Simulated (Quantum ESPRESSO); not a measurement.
Crystal: Au.

```
CELL_PARAMETERS angstrom
1.41131 -2.55593 0.00000
1.41131 2.55593 0.00000
0.00000 0.00000 4.89317
ATOMIC_POSITIONS crystal
Au 0.33467 0.66533 0.25000
Au 0.66533 0.33467 0.75000
```

This isn't the form of Au at room conditions, which is fcc.

* Program: Quantum ESPRESSO 7.5
* Task: single point
* Functional: PBEsol
* Potentials or basis: GBRV 1.5 PBEsol
* Cutoff: 612 eV
* Density cutoff: 4898 eV
* k mesh: 11 × 11 × 6
* Occupations: fermi-dirac, width 0.05 eV
* Spin: no spin polarisation

On this cell: pressure -5.7 GPa; largest force 0.021 eV/Å; band gap on the k mesh none (metal or under the smearing width).

The same run follows on a disturbed copy (atoms moved at random, drawn with an rms of 0.05 Å):

```
Au
1.0
     1.41131   -2.55593    0.00000
     1.41131    2.55593    0.00000
     0.00000    0.00000    4.89317
Au
2
Direct
  0.33425 0.65236 0.25193
  0.65276 0.31258 0.74169
```

Problem. What does the disturbed cell give?

Solution. The energy (extrapolated to zero smearing) moves by +3.3 meV/atom; pressure -5.5 GPa; largest force 0.275 eV/Å; band gap on the k mesh none (metal or under the smearing width).

Forces on the atoms (eV/Å):
```
Au  -0.008 -0.022 -0.274
Au   0.008  0.022  0.274
```

Stress tensor (GPa, compression positive):
```
-2.88  0.04  0.09
 0.04 -7.07  0.06
 0.09  0.06 -6.45
```
